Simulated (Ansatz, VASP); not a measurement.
## Cs: VASP beside Ansatz

File INCAR:

```
SYSTEM = Cs
ALGO = Normal
EDIFF = 1E-7
ENCUT = 520
GGA = CA
ISIF = 2
ISMEAR = -1
LASPH = .TRUE.
LCHARG = .FALSE.
LREAL = .FALSE.
LWAVE = .FALSE.
NBANDS = 10
NELM = 80
PREC = Accurate
SIGMA = 0.1
```

KPOINTS

```
k-points
0
G
  8 8 8
  0 0 0
```

POSCAR

```
Cs
1.0
    3.7281351621      0.0000000000      0.0000000000
    0.0000000000      3.7281351621      0.0000000000
    0.0000000000      0.0000000000      3.7281351621
Cs
1
Direct
    0.0000000000      0.0000000000      0.0000000000
```

Input for Ansatz:

```yaml
crystal:
  lattice:
    - [3.7281351621, 0.0, 0.0]
    - [0.0, 3.7281351621, 0.0]
    - [0.0, 0.0, 3.7281351621]
  atoms:
    - { symbol: Cs, position: [0.0, 0.0, 0.0] }
kpoints:
  mp_grid: { grid: [8, 8, 8] }
scf:
  occupations: { method: fermi_dirac, width: 0.1 }
hamiltonian:
  xc: lda
  pseudopotentials: { kind: all_electron, lapw: { basis_error: 0.001 } }
output:
  forces: true
  stress: true
  eigenvalues: true
  populations: true
```

Change from the starting cell: volume scaled by 0.5, LAPW.

Alike in both runs: task single point; functional LDA; k mesh 8 × 8 × 8; occupations fermi-dirac, width 0.1 eV; no spin polarisation.

|  | VASP | Ansatz |
| --- | --- | --- |
| version | VASP 6.6.1 | Ansatz 0.2.0 |
| potentials or method | VASP PAW LDA potentials, release 64 (Cs_sv) | all-electron LAPW, scalar-relativistic |
| plane-wave cutoff (eV) | 520 | see its input |

|  | VASP | Ansatz | Ansatz less VASP |
| --- | --- | --- | --- |
| pressure (GPa) | 1.8 | 1.8 | -0.03 |

Ansatz ran all-electron here, so the differences hold the error of VASP's frozen core and of both bases.

Spin-orbit coupling is left out, which matters for the levels of Cs.
